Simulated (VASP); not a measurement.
Input of a VASP 6.6.1 run:

The input INCAR:

```
ALGO = Normal
EDIFF = 1E-7
ENCUT = 520
GGA_COMPAT = False
ISIF = 2
ISMEAR = 0
LASPH = True
LCHARG = True
LMIXTAU = True
LNONCOLLINEAR = True
LORBIT = 11
LREAL = False
LSORBIT = True
LVHAR = True
LWAVE = False
MAGMOM = 0 0 0 0 0 0
METAGGA = R2SCAN
NELM = 60
PREC = Accurate
SIGMA = 0.02
```

The input KPOINTS:

```
k-points
0
Gamma
  8 8 8
```

File POSCAR:

```
CdTe
1.0
    0.0000000000      3.2323987500      3.2567025000
    3.2323987500      0.0000000000      3.2567025000
    3.2323987500      3.2323987500      0.0000000000
Cd Te
1 1
Direct
    0.0000000000      0.0000000000      0.0000000000
    0.2500000000      0.2500000000      0.2500000000
```

Potentials or basis: VASP PAW PBE potentials, release 64 (Cd, Te).

The run is started by

```sh
$ cat potpaw_PBE.64/Cd/POTCAR potpaw_PBE.64/Te/POTCAR > POTCAR
$ mpirun -np 1 vasp_ncl > vasp.out
```

**Question.** What does it give for the pressure?

**Answer.** 1.7 GPa.

**Question.** Estimate the net moment.

**Answer.** 0.00 μB per cell.

Stress tensor (GPa, compression positive):
```
1.73 0.00 0.00
0.00 1.73 0.00
0.00 0.00 1.61
```

Caveat: the PAW data sets were made with another functional, which shifts forces and pressure a little.
